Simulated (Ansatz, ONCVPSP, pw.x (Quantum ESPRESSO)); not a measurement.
**Equation-of-state test of one ONCV potential (tantalum)**

| Quantity | Value |
| --- | --- |
| Element | Ta |
| Generator | ONCVPSP 4.0.1.1 (patched build) |
| Type | optimised norm-conserving Vanderbilt (ONCV) |
| Functional | PBE |
| Relativity | scalar-relativistic |
| Frozen core | [Kr] 4d10 4f14 |
| Valence charge | 13 |
| Reference configuration | 5s2 5p6 5d3 6s1 6p1 |
| Partial waves | 5s+6s: rc 1.90 bohr, ncon 4, nbas 7, qcut 8.4 1/bohr, 3 projectors, debl 2.1 Ha; 5p+6p: rc 2.50 bohr, ncon 3, nbas 6, qcut 5.1 1/bohr, 3 projectors, debl 0.9 Ha; 5d: rc 2.70 bohr, ncon 3, nbas 7, qcut 4.7 1/bohr, 1 projector |
| Local potential | polynomial inside 1.25 bohr (lpopt 5, dvloc0 4 Ha) |
| Core correction | Teter function, fcfact 5.75, rcfact 1.7 |

Atomic tests: cutoffs needed: 21 Ha and 25 Ha (the cutoffs (Ha) at which the residual kinetic energy of the hardest occupied pseudo-wave falls to 1 and 0.1 mHa per electron); ghost test: no bound ghost flagged; GHOST(+) flagged for s at 407.0 eV; configuration tests: 1 of 4 tests not solved or not reliable.

Crystal test: sc Ta in pw.x 7.5, no spin, 12³ k-points, Fermi–Dirac smearing 0.01 Ry, cutoffs 60/240 Ry. The reference is all-electron LAPW (Ansatz 0.2.0) with the same functional, mesh and smearing; V0 and B0 come from Birch–Murnaghan fits to the pressures at five volumes. Errors are pseudo minus all-electron; Δ is the rms difference of the E(V) curves that follow from these fits, minima aligned, over ±6 % about the mean V0. Mesh and smearing are coarse, so the numbers serve the comparison and aren't converged zero-temperature values; the lattice is a test structure that the element need not adopt.

```tsv
V (Å³/atom)	P all-electron (GPa)	P pseudo (GPa)
19.357	10.29	10.28
19.867	5.78	5.90
20.376	1.79	2.01
20.885	-1.75	-1.44
21.395	-4.87	-4.50
```

All-electron: a0 = 2.742 Å (V0 = 20.63 Å³/atom), B0 = 143.1 GPa.

Pseudopotential: mean pressure error (GPa): +0.20; a0 (Å): 2.744; a0 error (%): +0.06; B0 error (%): -3.1; Δ (meV/atom): 1.2. The largest radius (2.70 bohr) exceeds half the bond length (2.58 bohr), so the spheres overlap, which is one possible source of error among others. Atomic configuration tests: 1 of 4 tests not solved or not reliable.

Q: At the middle volume, how do free energy and pressure move when the wave cutoff is lowered (ecutrho kept at four times it)?

A:

```tsv
cutoff (Ry)	shift of F (meV/atom)	shift of P (GPa)
27	+1518.3	-39.30
36	+243.2	-10.06
48	+12.6	-0.82
```

Input at the middle volume:

```
&control
  calculation='scf', prefix='x', pseudo_dir='./', outdir='./tmp', tstress=.true., disk_io='none'
/
&system
  ibrav=0, nat=1, ntyp=1, ecutwfc=60, ecutrho=240, nbnd=14,
  occupations='smearing', smearing='fd', degauss=0.01
/
&electrons
  conv_thr=1e-09, mixing_beta=0.4, electron_maxstep=70
/
ATOMIC_SPECIES
Ta 1.0 Ta.UPF
CELL_PARAMETERS angstrom
  2.73132247 0.00000000 0.00000000
  0.00000000 2.73132247 0.00000000
  0.00000000 0.00000000 2.73132247
ATOMIC_POSITIONS crystal
Ta 0.0000 0.0000 0.0000
K_POINTS automatic
12 12 12 0 0 0
```

```bash
pw.x < Ta.scf.in > Ta.scf.out
```

Lines of the output:

```
Message from routine setup:
     using ibrav=0 with symmetry is DISCOURAGED, use correct ibrav instead
     lattice parameter (alat)  =       5.1615  a.u.
     unit-cell volume          =     137.5041 (a.u.)^3
     number of electrons       =        13.00
     number of Kohn-Sham states=           14
     kinetic-energy cutoff     =      60.0000  Ry
     charge density cutoff     =     240.0000  Ry
     scf convergence threshold =      1.0E-09
     Exchange-correlation= PBE
     number of k points=    84  Fermi-Dirac smearing, width (Ry)=  0.0100
     iteration #  1     ecut=    60.00 Ry     beta= 0.40
     total energy              =    -145.28770798 Ry
     estimated scf accuracy    <       0.02939468 Ry
     iteration #  2     ecut=    60.00 Ry     beta= 0.40
     total energy              =    -145.28773144 Ry
     estimated scf accuracy    <       0.00585329 Ry
     iteration #  3     ecut=    60.00 Ry     beta= 0.40
     total energy              =    -145.28823251 Ry
     estimated scf accuracy    <       0.00046598 Ry
     iteration #  4     ecut=    60.00 Ry     beta= 0.40
     total energy              =    -145.28825127 Ry
     estimated scf accuracy    <       0.00000239 Ry
     iteration #  5     ecut=    60.00 Ry     beta= 0.40
     total energy              =    -145.28825194 Ry
     estimated scf accuracy    <       0.00000033 Ry
     iteration #  6     ecut=    60.00 Ry     beta= 0.40
     total energy              =    -145.28825198 Ry
     estimated scf accuracy    <       0.00000002 Ry
     iteration #  7     ecut=    60.00 Ry     beta= 0.40
     the Fermi energy is    16.2098 ev
!    total energy              =    -145.28825198 Ry
     estimated scf accuracy    <          8.3E-10 Ry
     smearing contrib. (-TS)   =      -0.00378723 Ry
     The total energy is F=E-TS. E is the sum of the following terms:
     one-electron contribution =     -21.57566288 Ry
     hartree contribution      =      17.13377413 Ry
     xc contribution           =     -47.94171643 Ry
     ewald contribution        =     -92.90085957 Ry
     convergence has been achieved in   7 iterations
          total   stress  (Ry/bohr**3)                   (kbar)     P=       20.12
     Message from routine punch:
     Nothing written, as per user request (disk_io='none')
```

The run at the middle volume (84 k-points, 7 iterations) took about 16 s on one core of a shared host (Neoverse-N1, 64 threads, 124 GiB, load 60).
